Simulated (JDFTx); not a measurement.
The system is MgB2.

```
CELL_PARAMETERS angstrom
3.08500 0.00000 0.00000
-1.54250 2.67169 0.00000
0.00000 0.00000 3.52300
ATOMIC_POSITIONS crystal
Mg 0.00000 0.00000 0.00000
B 0.66667 0.33333 0.50000
B 0.33333 0.66667 0.50000
```

| Item | Value |
| --- | --- |
| Program | JDFTx 1.7.0 (patched build) |
| Task | relaxation of cell and atoms |
| Functional | PBE |
| Potentials or basis | PseudoDojo-SR-PBE-0.5-standard with smoothed tails |
| Cutoff | 1143 eV |
| Density cutoff | 9143 eV |
| k mesh | 6 × 6 × 5 |
| Occupations | fermi-dirac, width 0.05 eV |
| Spin | no spin polarisation |

At the start: pressure -0.9 GPa; volume 9.68 Å³/atom.

Where does the relaxation end?

Over 7 steps the energy falls by 2.9 meV/atom and the volume is 9.56 Å³/atom (-1.2 %); space group P6/mmm (No. 191, to 0.05 Å).

Step by step:
```tsv
step	energy change (eV)	largest force (eV/Å)	pressure (GPa)	volume (Å³)
1	0.0000	0.0000	-0.86	29.04
2	-0.0025	0.0000	-0.80	28.99
3	-0.0085	0.0000	-0.29	28.72
4	-0.0086	0.0000	0.29	28.64
5	-0.0087	0.0000	0.00	28.68
6	-0.0087	0.0000	0.00	28.68
7	-0.0087	0.0000	0.00	28.68
```

Final structure:
```yaml
crystal:
  lattice:
    - [3.09363, 0.00000, 0.00000]
    - [-1.54682, 2.67916, 0.00000]
    - [0.00000, 0.00000, 3.46079]
  atoms:
    - { symbol: Mg, position: [0.00000, 0.00000, 0.00000] }
    - { symbol: B, position: [0.66667, 0.33333, 0.50000] }
    - { symbol: B, position: [0.33333, 0.66667, 0.50000] }
```

Caveat: the k mesh is coarse (spacing up to 0.39 Å⁻¹), so the values aren't converged.
